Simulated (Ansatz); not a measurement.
Method: DFT PBE, scalar-relativistic, plane waves, PAW (Ansatz). All cells share a 420 eV cutoff and Γ-centred k meshes spaced at most about 0.3 Å⁻¹ (about 0.25 or finer for metals, 2π included). No spin polarisation.

Each guess is relaxed in cell and atoms at zero pressure, on a coarse mesh first where it starts far from rest and then on a converged one. The steps can't lower the symmetry of the start, but it can rise. Energies are static (0 K, no zero-point motion).

Two unrelaxed guesses for Lu:

A.

```yaml
crystal:
  lattice:
    - [2.86397, 0.00000, 0.00000]
    - [0.00000, 2.86397, 0.00000]
    - [0.00000, 0.00000, 2.57298]
  atoms:
    - { symbol: Lu, position: [0.50000, 0.50000, 0.50000] }
```

B.

```yaml
crystal:
  lattice:
    - [3.61764, 0.00000, 0.00000]
    - [-1.80882, 3.13297, 0.00000]
    - [0.00000, 0.00000, 2.99991]
  atoms:
    - { symbol: Lu, position: [0.00000, 0.00000, 0.50000] }
```

Problem. Do they relax into the same structure? If not, which is lower?

Solution. No. B ends lower, by 0.36 eV/atom. A: P4/mmm at 21.1 Å³/atom → Pm-3m (simple cubic type) at 33.0 Å³/atom; B: P6/mmm at 34.0 Å³/atom → P6/mmm (simple hexagonal type) at 31.0 Å³/atom. Counting all near atoms (those within 1.25 times the shortest distance at each site), the end of A has Lu 6 and the end of B has Lu 8. End of A. Conventional cell: a = 3.206 Å. Lu has 6 Lu at 3.21 Å. End of B. Conventional cell: a = 3.308 Å, c = 3.272 Å. Lu has 8 Lu at 3.27–3.31 Å.

Ends held by symmetry can be saddle points. Neither end is the lowest form computed: that has the fcc type, space group Fm-3m (No. 225) and lies 0.45 eV/atom below the better end. Some candidate types were left out of the draw beforehand, so a known form may be missing.
